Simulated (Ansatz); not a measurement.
The geometry is COD entry 1523630, unchecked; take it as a test cell.

TaN: DFT, PBE, all-electron LAPW, scalar-relativistic (Ansatz 0.2.0).

```yaml
crystal:
  lattice:
    - [3.0480019786, 0.0, 0.0]
    - [-1.5240009893, 2.6396471442, 0.0]
    - [0.0, 0.0, 4.918]
  atoms:
    - { symbol: Ta, position: [0.0, 0.0, 0.0] }
    - { symbol: Ta, position: [0.0, 0.0, 0.5] }
    - { symbol: "N", position: [0.3333333333, 0.6666666667, 0.25] }
    - { symbol: "N", position: [0.6666666667, 0.3333333333, 0.75] }
kpoints:
  mp_grid: { grid: [11, 11, 6] }
  band_path:
    path:
      - [0.0, 0.0, 0.0]
      - [0.5, 0.0, 0.0]
      - [0.3333333333, 0.3333333333, 0.0]
      - [0.0, 0.0, 0.0]
      - [0.0, 0.0, 0.5]
      - [0.5, 0.0, 0.5]
      - [0.3333333333, 0.3333333333, 0.5]
      - [0.0, 0.0, 0.5]
      - [0.5, 0.0, 0.5]
    npoints: 8
scf:
  occupations: { method: fermi_dirac, width: 0.01 }
hamiltonian:
  xc: pbe
  pseudopotentials: { kind: all_electron, lapw: { basis_error: 0.001 } }
output:
  forces: true
  stress: true
  eigenvalues: true
  populations: true
  dos: { projected: true, de: 0.2, e_range: [-14, 8] }
```

Output:

```
Ta: projections on atomic orbitals take those of the free atom 1s2 2s2 2p6 3s2 3p6 3d10 4s2 4p6 4d10 4f14 5s2 5p6 5d3 6s2, of charge +0.00 (hamiltonian.pseudopotentials.projection_atoms)
N: projections on atomic orbitals take those of the free atom 1s2 2s2 2p3, of charge +0.00 (hamiltonian.pseudopotentials.projection_atoms)
LAPW: plane waves up to 10.112 Å⁻¹, error target 1.0e-3 eV per atom; small_component_spin mean_spin; N in spheres of 0.917 Å, 7 of its electrons in bands, Dirac shells []; Ta in spheres of 1.229 Å, 43 of its electrons in bands, Dirac shells []
Engine: ansatz 0.2.0
Pseudopotentials: kind: all_electron
Pseudopotential: Ta, LAPW, valence charge 43, Koelling and Harmon's equation, gaussian nucleus
Pseudopotential: N, LAPW, valence charge 7, Koelling and Harmon's equation, gaussian nucleus
Functional definition: PBE
  parameter kappa = 0.804
  parameter beta = 0.06672455060314922
  exchange = pbe_x(kappa = kappa, mu = beta*pi^2/3)
  correlation = pbe_c(beta = beta)
Crystal: 4 atoms, lattice volume = 39.569 Å³
Basis set: ecut = 389.586881554812 eV, 687 PW (Γ), exchange–correlation at level 2
Bands: 60, of which v1, the nominal top of the filled ones, is band 50 counted from 1 (49 counted from 0)
Symmetry: 24 space group operations
Space group: P63/mmc (ITA 194), of the structure as read, at distance tolerance 3.4e-5 Å
k-points: 64 of 726
Non-local potential: Ta, projectors of the file, none
Non-local potential: N, projectors of the file, none
Initial density: superposition of atomic densities (chi_scale 0.1, normalization cell, long waves kept (reshape's long-wave potential 0.00 eV rms))
Initial wavefunctions: plane waves of lowest kinetic energy (no species holds an atomic orbital)
Functional: x = pbe(κ = 0.804, μ = 0.2195149727645171), c = pbe(β = 0.06672455060314922)
iter 1 solved again at ethr=7.51e-3 eV; its pass at ethr=1.00e-1 eV (dr2=7.51e0 eV) is discarded
SCF iter   1: F=—  HF=-852122.704321 eV  |F-HF|=—  |Δ(HF+E_count)|=         —  Δρ=1.30e-1  dr2=7.51e0  ethr=7.51e-3  ⟨swp⟩=2.0  Hψ=24532  notcnv=0
preconditioner: auto → Kerker (q_TF=auto, 3.184 Å⁻¹)  [metal: Δε(μ)=0.006 eV  Ē_g=23.616 eV  σ=0.010 eV  W_gap=0.15  n_scr=22 (ndim 8)  ℏωp=45.7 eV  f_vac=0.000  D(μ)=3.99/eV (n_scr^D=42)]
iter 2 solved again at ethr=5.18e-4 eV; its pass at ethr=7.51e-3 eV (dr2=5.18e-1 eV) is discarded
SCF iter   2: F=—  HF=-852119.616473 eV  |F-HF|=—  |Δ(HF+E_count)|=    3.09e0  Δρ=3.48e-2  dr2=5.18e-1  ethr=5.18e-4  ⟨swp⟩=2.0  Hψ=19477  notcnv=0
SCF iter   3: F=—  HF=-852119.555851 eV  |F-HF|=—  |Δ(HF+E_count)|=         —  Δρ=3.45e-2  dr2=5.71e-1  ethr=5.18e-4  ⟨swp⟩=2.0  Hψ=12159  notcnv=0
the basis was enlarged: its passes take 1.1 MiB over the memory plan, 1 of 1 planned eigensolver slots
SCF iter   4: F=—  HF=-852119.586365 eV  |F-HF|=—  |Δ(HF+E_count)|=   3.05e-2  Δρ=1.54e-2  dr2=1.16e-1  ethr=5.18e-4  ⟨swp⟩=2.0  Hψ=11586  notcnv=0
SCF iter   5: F=—  HF=-852119.461288 eV  |F-HF|=—  |Δ(HF+E_count)|=   1.25e-1  Δρ=4.09e-3  dr2=4.26e-3  ethr=1.16e-4  ⟨swp⟩=2.0  Hψ=12160  notcnv=0
SCF iter   6: F=—  HF=-852119.460893 eV  |F-HF|=—  |Δ(HF+E_count)|=   3.95e-4  Δρ=1.27e-3  dr2=4.82e-4  ethr=4.26e-6  ⟨swp⟩=2.0  Hψ=12159  notcnv=0
SCF iter   7: F=—  HF=-852119.461032 eV  |F-HF|=—  |Δ(HF+E_count)|=   1.39e-4  Δρ=4.76e-4  dr2=7.34e-5  ethr=4.82e-7  ⟨swp⟩=2.4  Hψ=11591  notcnv=0
SCF iter   8: F=—  HF=-852119.461061 eV  |F-HF|=—  |Δ(HF+E_count)|=   2.89e-5  Δρ=1.08e-4  dr2=4.58e-6  ethr=7.34e-8  ⟨swp⟩=3.0  Hψ=11880  notcnv=0
SCF iter   9: F=—  HF=-852119.461063 eV  |F-HF|=—  |Δ(HF+E_count)|=   1.52e-6  Δρ=5.27e-5  dr2=1.51e-6  ethr=4.58e-9  ⟨swp⟩=3.0  Hψ=11981  notcnv=0
SCF iter  10: F=-852119.461062 eV  HF=-852119.461062 eV  |F-HF|=1.00e-8  |Δ(HF+E_count)|=   4.66e-7  Δρ=1.22e-5  dr2=5.86e-8  ethr=1.51e-9  ⟨swp⟩=2.0  Hψ=11541  notcnv=0
SCF 1 converged in 10 iterations: F = -852119.461062 eV  dr2 = 5.86e-8
NSCF: frozen V_eff on 65 k-points
SCF converged after 10 iterations
Free energy (F): -852119.461062 eV
Harris-Foulkes:  -852119.461062 eV  (|F-HF|=1.00e-8)
Internal energy: -852119.460538 eV  (E = F + TS)
E sigma→0 (E₀):  -852119.460800 eV
Entropy (-TS):   -0.000525 eV (-0.131 meV/atom)
Fermi energy:    28.668818 eV
--- Per-component energies (eV) ---
  E_band       = -9184.911275
  E_kinetic    = 950885.382556
  E_xc         = -17632.552390
  E_electrostatic = -1785372.290703  (all electrons and nuclei)
  E_smearing   = -0.000525  (= −TS)
  E_closure    = 0.000000  (closes the sum)
  E_atoms      = -852082.224143  (free atoms, spherical and without spin; not in F)
  Σ components = -852119.461062   (vs F -852119.461062, Δ=0.00e0)
  Basis errors (estimates in eV, not in F): energy 3.0e-4 per atom: plane waves 2.5e-4 (1.4e-4 summed), levels above the bands 0.0e0, relativity 7.5e-8, radial functions 4.2e-5, core shells 1.4e-6; eigenvalues (radial functions only) 2.3e-6; not estimated: angular momenta, meshes, grids; target (lapw.basis_error) 1.0e-3; muffin-tin radii N 0.917 Å, Ta 1.229 Å
--- Forces (eV/Å), atoms counted from 1 ---
  atom   1  Ta    -0.00000000     0.00000000     0.00000000
  atom   2  Ta     0.00000000     0.00000000     0.00000000
  atom   3  N      0.00000000     0.00000000     0.00000000
  atom   4  N      0.00000000     0.00000000     0.00000000
  max |Σ_I F_I| component: 3.42e-30 eV/Å
--- Stress (GPa, compression-positive) ---
       31.604192      -0.000000       0.000000
       -0.000000      31.604192       0.000000
        0.000000       0.000000     113.661050
  P = ⅓ Tr σ = 58.9565 GPa (589.565 kbar)
--- Band table (eV; the first three rows and the last of 64) ---
  k-point 0: bands = ["-367.3541", "-367.3541", "-367.3541", "-367.3541", "-367.3176", "-367.3176", "-349.5771", "-349.5771", "-188.9170", "-188.9170", "-188.9170", "-188.9170", "-188.8897", "-188.8897", "-188.8897", "-188.8897", "-188.8620", "-188.8617", "-40.3123", "-40.0084", "-8.5900", "-6.7243", "-6.7243", "-6.3483", "-6.3483", "-5.5596", "8.0092", "8.1224", "8.1224", "8.1263", "8.1428", "8.1569", "8.1569", "8.1956", "8.1956", "8.2007", "8.2036", "8.2792", "8.2792", "8.2997", "9.6517", "13.1209", "18.5028", "20.7386", "20.7386", "23.3489", "25.0014", "25.0014", "25.0180", "26.7716", "26.7716", "28.0042", "28.0042", "31.4260", "32.9662", "33.6652", "33.6652", "35.2651", "36.1287", "36.1287"]
  k-point 1: bands = ["-367.3541", "-367.3541", "-367.3541", "-367.3541", "-367.3176", "-367.3176", "-349.5771", "-349.5771", "-188.9170", "-188.9170", "-188.9170", "-188.9170", "-188.8897", "-188.8897", "-188.8897", "-188.8897", "-188.8620", "-188.8618", "-40.2925", "-40.0293", "-8.4146", "-6.6999", "-6.6999", "-6.3743", "-6.3743", "-5.7992", "8.0201", "8.1208", "8.1280", "8.1280", "8.1467", "8.1633", "8.1633", "8.1910", "8.1910", "8.2009", "8.2034", "8.2694", "8.2694", "8.2814", "9.8558", "12.7910", "18.9344", "20.9180", "20.9180", "23.3069", "24.3851", "24.3851", "25.1545", "27.0064", "27.0064", "28.6161", "28.6161", "31.8908", "32.7433", "33.0710", "33.0710", "34.7243", "35.7043", "35.7043"]
  k-point 2: bands = ["-367.3541", "-367.3541", "-367.3541", "-367.3541", "-367.3176", "-367.3176", "-349.5771", "-349.5771", "-188.9170", "-188.9170", "-188.9170", "-188.9170", "-188.8897", "-188.8897", "-188.8897", "-188.8897", "-188.8619", "-188.8618", "-40.2379", "-40.0860", "-7.9195", "-6.6326", "-6.6326", "-6.4446", "-6.4446", "-6.4195", "8.0488", "8.1063", "8.1426", "8.1426", "8.1604", "8.1786", "8.1786", "8.1822", "8.1822", "8.2015", "8.2029", "8.2370", "8.2437", "8.2437", "10.4069", "12.0356", "19.9810", "21.4388", "21.4388", "22.5305", "23.2876", "23.2876", "26.4051", "27.6802", "27.6802", "29.2563", "29.2563", "31.1799", "32.4416", "32.4416", "32.9407", "34.2492", "34.6029", "34.6029"]
  k-point 63: bands = ["-367.3541", "-367.3541", "-367.3541", "-367.3541", "-367.3176", "-367.3176", "-349.5771", "-349.5771", "-188.9170", "-188.9170", "-188.9170", "-188.9170", "-188.8897", "-188.8897", "-188.8897", "-188.8897", "-188.8619", "-188.8619", "-40.1056", "-40.1056", "-7.1829", "-7.1829", "-7.0194", "-7.0194", "-6.9962", "-6.9962", "8.1247", "8.1247", "8.1505", "8.1505", "8.1721", "8.1721", "8.1771", "8.1771", "8.1904", "8.1904", "8.2004", "8.2004", "8.2158", "8.2158", "12.0210", "12.0210", "20.2881", "20.2881", "21.6142", "21.6142", "22.6454", "22.6454", "28.0772", "28.0772", "30.0208", "30.0208", "31.1904", "31.1904", "33.6467", "33.6467", "36.9820", "36.9820", "38.6815", "38.6815"]
--- Löwdin populations: 4 sites ---
  site symbol       q [e]
     0     Ta     72.2713
     1     Ta     72.2713
     2      N      7.6629
     3      N      7.6629
  spilling = 0.000822 (of n_electrons = 160.000000)
```

populations.tsv:

```
# site	symbol	l	j	q
# orbitals = lowdin
# n_electrons = 160.000000
# spilling = 0.000822
# projection_atom_Ta: 1s2 2s2 2p6 3s2 3p6 3d10 4s2 4p6 4d10 4f14 5s2 5p6 5d3 6s2
# projection_atom_N: 1s2 2s2 2p3
0	Ta	0_1S	-	1.999999
0	Ta	0_2S	-	1.999970
0	Ta	0_3S	-	1.999616
0	Ta	0_4S	-	1.996069
0	Ta	0_5S	-	1.939169
0	Ta	0_6S	-	0.470208
0	Ta	1_2P	-	6.000000
0	Ta	1_3P	-	5.999996
0	Ta	1_4P	-	5.999763
0	Ta	1_5P	-	5.973482
0	Ta	2_3D	-	10.000000
0	Ta	2_4D	-	9.999889
0	Ta	2_5D	-	3.896087
0	Ta	3_4F	-	13.997079
1	Ta	0_1S	-	1.999999
1	Ta	0_2S	-	1.999970
1	Ta	0_3S	-	1.999616
1	Ta	0_4S	-	1.996069
1	Ta	0_5S	-	1.939169
1	Ta	0_6S	-	0.470208
1	Ta	1_2P	-	6.000000
1	Ta	1_3P	-	5.999996
1	Ta	1_4P	-	5.999763
1	Ta	1_5P	-	5.973482
1	Ta	2_3D	-	10.000000
1	Ta	2_4D	-	9.999889
1	Ta	2_5D	-	3.896087
1	Ta	3_4F	-	13.997079
2	N	0_1S	-	1.995553
2	N	0_2S	-	1.451430
2	N	1_2P	-	4.215951
3	N	0_1S	-	1.995553
3	N	0_2S	-	1.451430
3	N	1_2P	-	4.215951
```
